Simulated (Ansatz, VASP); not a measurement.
One calculation of GaP, two programs

```
Ga P
1.0
     0.00000    2.74082    2.59818
     2.59818    0.00000    2.59818
     2.59818    2.74082    0.00000
Ga P
1 1
Direct
  0.00000 0.00000 0.00000
  0.75000 0.75000 0.75000
```

Alike in both runs: task single point; functional PBEsol; k mesh 10 × 10 × 10; occupations gaussian, width 0.05 eV; no spin polarisation.

|  | VASP | Ansatz |
| --- | --- | --- |
| version | VASP 6.6.1 | Ansatz 0.2.0 |
| potentials or method | VASP PAW PBE potentials, release 64 (Ga_d, P) | scalar-relativistic, plane waves, PAW |
| plane-wave cutoff (eV) | 520 | 420 |
| valence electrons in the cell | 18 | 18 |

|  | VASP | Ansatz | Ansatz less VASP |
| --- | --- | --- | --- |
| gap on the k mesh at the Fermi level (eV) | 1.04 | 1.04 | -0.002 |
| least direct gap on the mesh (eV) | 2.36 | 2.35 | -0.011 |
| pressure (GPa) | 8.3 | 8.4 | +0.18 |
| largest component of the traceless stress (GPa) | 2.96 | 2.94 | -0.017 |

Ansatz warned: «pseudo_functional_mismatch».

Caveats: the PAW data sets were made with another functional, which shifts forces and pressure a little (VASP). A k mesh can miss the band edges.
